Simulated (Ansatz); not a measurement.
**A computed series for BeO: pressure series**

Base system: BeO in the wurtzite structure (space group P6_3mc, No. 186; a = 2.712 Å, c = 4.404 Å).

Cell and atoms are relaxed at each pressure.

All numbers come from Ansatz (a quantum-chemistry and plane-wave program) PBE, no spin-orbit coupling, earlier PAW set.

Candidates:
(a) pressure 10 GPa
(b) pressure 1.5 GPa
(c) pressure 5 GPa
(d) pressure 0.7 GPa

Before the change:

```
Property   Result
--------  -------
Band gap  7.46 eV
```

Order them by band gap, highest first.

(a) pressure 10 GPa (7.92 eV), (c) pressure 5 GPa (7.69 eV), (b) pressure 1.5 GPa (7.53 eV), (d) pressure 0.7 GPa (7.49 eV)

Load acts through the strain it causes; cell and atoms are relaxed under it. Stability against distortions was not tested. Competing high-pressure phases were not computed.
